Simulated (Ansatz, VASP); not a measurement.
## Two plane-wave programs on KBr

Contents of INCAR:

```
SYSTEM = KBr
ALGO     = Normal         ! electronic algorithm
EDIFF    = 1E-7           ! SCF threshold, eV
ENCUT    = 520            ! plane-wave cutoff, eV
GGA      = PS             ! functional
ISIF     = 2              ! what is computed and relaxed
ISMEAR   = 0              ! smearing method
LASPH    = .TRUE.         ! aspherical terms in the spheres
LCHARG   = .FALSE.        ! write CHGCAR
LREAL    = .FALSE.        ! projectors in reciprocal space
LWAVE    = .FALSE.        ! write WAVECAR
NBANDS   = 15             ! bands
NELM     = 100            ! most SCF steps
PREC     = Accurate       ! precision mode
SIGMA    = 0.05           ! smearing width, eV
```

KPOINTS

```
k-points
0
G
  6 6 6
  0 0 0
```

The input POSCAR:

```
KBr
1.0
    0.0000000000      3.4058737286      3.0128882984
    3.4058737286      0.0000000000      3.0128882984
    3.4058737286      3.4058737286      0.0000000000
K Br
1 1
Direct
    0.0000000000      0.0000000000      0.0000000000
    0.5000000000      0.5000000000      0.5000000000
```

Input for Ansatz:

```yaml
crystal:
  lattice:
    - [0.0, 3.4058737286, 3.0128882984]
    - [3.4058737286, 0.0, 3.0128882984]
    - [3.4058737286, 3.4058737286, 0.0]
  atoms:
    - { symbol: K, position: [0.0, 0.0, 0.0] }
    - { symbol: Br, position: [0.5, 0.5, 0.5] }
basis:
  ecutwfc: 420
kpoints:
  mp_grid: { grid: [6, 6, 6] }
hamiltonian:
  xc: pbesol
scf:
  occupations: { method: gaussian, width: 0.05 }
output:
  forces: true
  stress: true
  eigenvalues: true
```

Change from the starting cell: strain +0.040 along x and y, -0.080 along z, atoms carried along.

Alike in both runs: task single point; functional PBEsol; k mesh 6 × 6 × 6; occupations gaussian, width 0.05 eV; no spin polarisation.

```csv
,VASP,Ansatz
version,VASP 6.6.1,Ansatz 0.2.0
potentials or method,"VASP PAW PBE potentials, release 64 (K_sv, Br)","scalar-relativistic, plane waves, PAW"
plane-wave cutoff (eV),520,420
valence electrons in the cell,16,16
```

```csv
,VASP,Ansatz,Ansatz less VASP
gap on the k mesh at the Fermi level (eV),4.23,4.23,+0.004
least direct gap on the mesh (eV),4.23,4.23,+0.004
pressure (GPa),1.0,0.9,-0.06
largest component of the traceless stress (GPa),3.70,3.63,-0.073
```

Caveats: the PAW data sets were made with another functional, which shifts forces and pressure a little (VASP).
